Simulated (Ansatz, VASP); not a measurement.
# One calculation of Pb, two programs

```
Pb
1.0
     0.00000    3.36754    3.36754
     3.36754    0.00000    3.36754
     3.36754    3.36754    0.00000
Pb
2
Direct
  0.12500 0.12500 0.12500
  0.87500 0.87500 0.87500
```

Alike in both runs: task single point; functional LDA; k mesh 9 × 9 × 9; occupations fermi-dirac, width 0.1 eV; no spin polarisation.

|  | VASP | Ansatz |
| --- | --- | --- |
| version | VASP 6.6.1 | Ansatz 0.2.0 |
| potentials or method | VASP PAW LDA potentials, release 64 (Pb_d) | plane waves (420 eV) with PAW, scalar-relativistic |
| plane-wave cutoff (eV) | 520 | 420 |
| valence electrons in the cell | 28 | 28 |

```csv
,VASP,Ansatz,Ansatz less VASP
pressure (GPa),1.5,1.5,+0.04
```

Ansatz warned: «pseudo_functional_mismatch».

The runs have no spin-orbit coupling, so splittings on Pb are missing.
